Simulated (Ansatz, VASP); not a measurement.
Given: the input of a run of Ansatz 0.2.0 on Ti.

The input input.yaml:

```yaml
crystal:
  lattice:
    - [4.5673748306, 0.0, 0.0]
    - [-2.2836874153, 3.9554626319, 0.0]
    - [0.0, 0.0, 2.82624427]
  atoms:
    - { symbol: Ti, position: [0.666995, 0.333694, 0.504355] }
    - { symbol: Ti, position: [0.339798, 0.671284, 0.480116] }
    - { symbol: Ti, position: [0.006261, 0.005337, 0.003254] }
hamiltonian:
  xc: pbesol
  pseudopotentials: { kind: paw }
kpoints:
  mp_grid: { grid: [7, 7, 9] }
scf:
  occupations: { method: fermi_dirac, width: 0.05 }
output:
  forces: true
  stress: true
  eigenvalues: true
```

Potentials or basis: Ansatz PAW.

Run with:

```sh
$ ansatz run input.yaml --threads 1 --pin off --max-ram 3584MiB --backend cpu --events-out ev --progress --plain --runs-dir out
```

Q: Set up the same calculation for VASP 6.6.1. Potentials there: VASP PAW PBE potentials, release 64 (Ti_sv).

A: As run (the cutoff follows the program's own potentials):

Contents of INCAR:

```
PREC = Accurate
ENCUT = 520
EDIFF = 1E-7
ISMEAR = -1
SIGMA = 0.05
LREAL = False
LASPH = True
NELM = 60
ALGO = Normal
ISIF = 2
LWAVE = False
LCHARG = False
GGA = PS
NBANDS = 25
```

The input KPOINTS:

```
Automatic mesh
0
Gamma
  7 7 9
```

POSCAR

```
Ti
1.0
    4.5673748306      0.0000000000      0.0000000000
   -2.2836874153      3.9554626319      0.0000000000
    0.0000000000      0.0000000000      2.8262442700
Ti
3
Direct
    0.6669950000      0.3336940000      0.5043550000
    0.3397980000      0.6712840000      0.4801160000
    0.0062610000      0.0053370000      0.0032540000
```

Potentials or basis: VASP PAW PBE potentials, release 64 (Ti_sv).

Launch:

```bash
$ cat potpaw_PBE.64/Ti_sv/POTCAR > POTCAR
$ mpirun -np 1 vasp_std > vasp.out
```

Both were run:

|  | VASP | Ansatz | Ansatz less VASP |
| --- | --- | --- | --- |
| gap on the k mesh at the Fermi level (eV) | none | none | - |
| pressure (GPa) | -3.9 | -3.7 | +0.20 |
| largest component of the traceless stress (GPa) | 0.12 | 0.12 | -0.006 |
| rms of the force components (eV/Å) | 0.093 | 0.094 | +0.0008 |

Atom by atom the forces differ by 0.001 eV/Å (rms over components). A gap of «none» marks a metal or a gap that the smearing closes.

Caveats: the PAW data sets were made with another functional, which shifts forces and pressure a little (VASP); the PAW data sets come from PBE, with cores solved anew for the run's functional, which leaves a small shift of forces and pressure (Ansatz).
